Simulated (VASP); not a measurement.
# BeTe (strained zincblende): one r²SCAN single-point calculation in two programs

```cif
data_structure
_symmetry_space_group_name_H-M 'P 1'
_symmetry_Int_Tables_number 1
_cell_length_a 4.0405
_cell_length_b 4.0405
_cell_length_c 4.0003
_cell_angle_alpha 60.329
_cell_angle_beta 60.329
_cell_angle_gamma 59.343
_cell_volume 46.17
loop_
_atom_site_label
_atom_site_type_symbol
_atom_site_fract_x
_atom_site_fract_y
_atom_site_fract_z
_atom_site_occupancy
Be1 Be 0.00000 0.00000 0.00000 1
Te1 Te 0.25000 0.25000 0.25000 1
```

Each program uses its own PAW datasets. VASP's cell holds 8 valence electrons and Ansatz's 18. Ansatz's stress includes a Pulay correction; VASP's doesn't.

Cutoffs: 520 eV in VASP, 500 eV in Ansatz. k meshes: 8×8×8 and 8×8×8.

```json
{"": "gap between bands v and c", "VASP": "2.33 eV", "Ansatz": "2.34 eV"}
{"": "least direct gap", "VASP": "4.00 eV", "Ansatz": "4.01 eV"}
{"": "pressure", "VASP": "-1.0 GPa", "Ansatz": "-1.1 GPa"}
```

Band v is the last that the valence electrons fill when counted band by band, and c is the next. Levels in eV from the top of v, Ansatz:

| point | v−1 | v | c | c+1 |
| --- | --- | --- | --- | --- |
| Γ | 0.00 | 0.00 | 4.01 | 4.01 |
| X | -2.56 | -2.56 | 2.48 | 3.12 |
| K | -3.86 | -2.29 | 3.04 | 5.61 |
| L | -1.24 | -1.06 | 3.40 | 4.97 |
| W | -3.67 | -3.18 | 5.69 | 6.14 |

VASP:

```csv
point,v−1,v,c,c+1
Γ,0.00,0.00,4.00,4.00
X,-2.56,-2.56,2.47,3.11
K,-3.86,-2.29,3.03,5.59
L,-1.24,-1.07,3.41,4.95
W,-3.67,-3.18,5.67,6.11
```
